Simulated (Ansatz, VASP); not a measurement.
Mo in VASP and in Ansatz

```xyz
1
Lattice="2.4640 0.0000 0.0000 0.0000 2.4640 0.0000 0.0000 0.0000 2.4640" Properties=species:S:1:pos:R:3 pbc="T T T"
Mo    0.0000    0.0000    0.0000
```

Change from the starting cell: volume scaled by 0.88, LAPW.

Alike in both runs: task single point; functional PBEsol; k mesh 15 × 15 × 15; occupations fermi-dirac, width 0.1 eV; no spin polarisation.

```csv
,VASP,Ansatz
version,VASP 6.6.1,Ansatz 0.2.0
potentials or method,"VASP PAW PBE potentials, release 64 (Mo_sv), cutoff 520 eV","all-electron LAPW, scalar-relativistic"
```

VASP gave:

| Property | Result |
| --- | --- |
| pressure (GPa) | 35.0 |

Task: Which values does Ansatz return?

Result: Pressure (GPa): 33.9.

Ansatz ran all-electron here, so the differences hold the error of VASP's frozen core and of both bases.

Caveats: so large a pressure means that the cell lies far from this level's equilibrium, or that cutoff or potentials fall short (VASP); the potentials were made for another functional, which shifts forces and pressure (VASP).
